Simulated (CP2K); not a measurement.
The system is Os.

```
Os
1.0
     2.75065    0.00000    0.00000
     1.37532    2.38213    0.00000
     1.37532    0.79404    2.24589
Os
1
Direct
  0.00000 0.00000 0.00000
```

This isn't the form of Os at room conditions, which is hcp.

Base run:

| Item | Value |
| --- | --- |
| Program | CP2K 2026.2 |
| Functional | PBE |
| Potentials or basis | POTENTIAL_UZH Os GTH-PBE-q16; TZVP-MOLOPT-PBE-GTH basis |
| Density cutoff | 6123 eV |
| k mesh | 12 × 12 × 12 |
| Occupations | gaussian, width 0.02 eV |
| Spin | no spin polarisation |

Its results: band gap on the k mesh none (metal or under the smearing width); pressure -11.6 GPa.

Question: The run is repeated on the same cell with these changes: functional from PBE to PBEsol; ngrids from 4 to 5. What comes out?

Answer: Band gap on the k mesh none (metal or under the smearing width); pressure -21.0 GPa.

Caveats: the basis of atomic orbitals isn't converged, which shifts pressures, moduli and gaps; so large a pressure means that the cell lies far from this level's equilibrium, or that cutoff or potentials fall short (some runs); the potentials were made for another functional, which shifts forces and pressure (some runs).
